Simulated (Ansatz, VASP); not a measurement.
**GaN: VASP beside Ansatz**

```
Ga N
1.0
     0.00000    1.95989    1.95989
     1.95989    0.00000    1.95989
     1.95989    1.95989    0.00000
Ga N
1 1
Direct
  0.00000 0.00000 0.00000
  0.25000 0.25000 0.25000
```

Change from the starting cell: volume scaled by 0.64, PAW files.

Alike in both runs: task single point; functional PBE; k mesh 17 × 17 × 17; occupations fermi-dirac, width 0.05 eV; no spin polarisation.

|  | VASP | Ansatz |
| --- | --- | --- |
| version | VASP 6.6.1 | Ansatz 0.2.0 |
| potentials or method | VASP PAW PBE potentials, release 64 (Ga_d, N) | PAW with Ansatz's default frozen-core files, scalar-relativistic |
| plane-wave cutoff (eV) | 520 | 420 |
| valence electrons in the cell | 18 | 18 |

```csv
,VASP,Ansatz,Ansatz less VASP
gap on the k mesh at the Fermi level (eV),3.42,3.42,-0.002
pressure (GPa),198.2,200.2,+1.95
```

With one functional, cell and mesh, what is left measures potentials, basis and numerics.

Caveats: the cell as given lies far from equilibrium; so large a pressure means that the cell lies far from this level's equilibrium, or that cutoff or potentials fall short (VASP); an odd mesh through Γ misses points on the zone boundary, where band edges often lie.
